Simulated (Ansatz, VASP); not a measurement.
## Pd: VASP beside Ansatz

File INCAR:

```
PREC = Accurate
ENCUT = 520
EDIFF = 1E-6
ISMEAR = 0
SIGMA = 0.15
LREAL = False
LASPH = True
NELM = 60
ALGO = Fast
ISIF = 2
LWAVE = False
LCHARG = False
GGA = PS
NBANDS = 11
```

Contents of KPOINTS:

```
regular mesh
0
Gamma
  20 20 20
```

File POSCAR:

```
Pd
1.0
    0.0097245000      1.9449000000      1.9449000000
    1.9546245000      0.0000000000      1.9546245000
    1.9449000000      1.9449000000      0.0097245000
Pd
1
Direct
    0.0000000000      0.0000000000      0.0000000000
```

Input for Ansatz:

```yaml
crystal:
  lattice:
    - [0.0097245, 1.9449, 1.9449]
    - [1.9546245, 0.0, 1.9546245]
    - [1.9449, 1.9449, 0.0097245]
  atoms:
    - { symbol: Pd, position: [0.0, 0.0, 0.0] }
basis:
  ecutwfc: 420
kpoints:
  mp_grid: { grid: [20, 20, 20] }
hamiltonian:
  xc: pbesol
scf:
  occupations: { method: gaussian, width: 0.15 }
output:
  forces: true
  stress: true
  eigenvalues: true
```

Change from the starting cell: strain +0.0100 x Voigt [0, 0, 0, 0, 1, 0], atoms carried along.

Alike in both runs: task single point; functional PBEsol; k mesh 20 × 20 × 20; occupations gaussian, width 0.15 eV; no spin polarisation.

```csv
,VASP,Ansatz
version,VASP 6.6.1,Ansatz 0.2.0
potentials or method,"VASP PAW PBE potentials, release 64 (Pd)","scalar-relativistic, plane waves, PAW"
plane-wave cutoff (eV),520,420
valence electrons in the cell,10,18
```

VASP gave:

```
gap on the k mesh at the Fermi level (eV)       : none
pressure (GPa)                                  : -2.5
largest component of the traceless stress (GPa) : 0.76
```

Task: Estimate Ansatz's values.

Result: gap on the k mesh at the Fermi level (eV): none; pressure (GPa): -2.1; largest component of the traceless stress (GPa): 0.76.

A gap of «none» marks a metal or a gap that the smearing closes. The two sets of potentials don't hold the same shells in valence.

Caveats: the PAW data sets were made with another functional, which shifts forces and pressure a little (VASP).
